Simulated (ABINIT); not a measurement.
LiHF2:

```
F Li H
1.0
     1.46698    0.84696    4.36669
    -1.46698    0.84696    4.36669
     0.00000   -1.69393    4.36669
F Li H
2 1 1
Direct
  0.58670 0.58670 0.58670
  0.41330 0.41330 0.41330
  0.00000 0.00000 0.00000
  0.50000 0.50000 0.50000
```

The cell comes from a database or a generator and needn't be the stable form of this composition.

Base run:

```yaml
Program: ABINIT 10.8.3 (patched build)
Functional: AM05
Potentials_or_basis: PseudoDojo NC SR PBEsol v0.4 stringent
Cutoff: 1306 eV
k_mesh: 8 × 8 × 8
Occupations: fermi-dirac, width 0.05 eV
Spin: no spin polarisation
```

Its results: band gap on the k mesh 8.51 eV, indirect (least direct gap 8.71 eV); pressure 3.0 GPa; largest force 0.048 eV/Å.

The run is repeated on the same cell with these changes: functional from AM05 to PBEsol. What comes out?

Band gap on the k mesh 8.32 eV, indirect (least direct gap 8.52 eV); pressure 1.6 GPa; largest force 0.011 eV/Å.

Caveats: the potentials were made for another functional, which shifts forces and pressure (some runs).

A k mesh can miss the band edges.

Not every run made on this cell is shown here.
